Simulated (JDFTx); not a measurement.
Runs of JDFTx 1.7.0 (patched build) on AlCo. Symmetry: Pm-3m, No. 221, cubic system. Conventional cell: a = 2.819 Å, b = 2.819 Å, c = 2.819 Å, α = 90.00°, β = 90.00°, γ = 90.00°. Around Co (site symmetry m-3m) lie 8 Al at 2.44 Å. Around Al (site symmetry m-3m) lie 8 Co at 2.44 Å. The cell is a database's computed one.

```csv
level,gap on the mesh (eV),pressure (GPa),moment (μB),relaxed volume (Å³/atom)
PBEsol,none,0.0,0.47,(a)
AM05,none,0.0,0.21,11.35
revPBE,none,0.0,0.47,11.90
RPBE,none,0.0,0.47,11.95
LDA,none,0.1,(b),11.15
```

Alike in all rows: task relaxation of cell and atoms; potentials or basis PseudoDojo-SR-PBE-0.5-standard with smoothed tails; spin collinear, ferromagnetic start; cell relaxed; k mesh 4 × 4 × 4; cutoff (eV) 1306; smearing fermi-dirac 0.05 eV; the mesh is coarse, so values aren't converged.

Q: Estimate the missing entries.

A: (a) 11.45; (b) 0.07.

Caveats: all runs use coarse meshes; the potentials were made for another functional, which shifts forces and pressure; the plane waves are those of the starting cell, so after so large a change of volume the result is rough (some runs).

A gap of «none» marks a metal or a gap under the smearing width.

Runs at the PBE level aren't shown here.
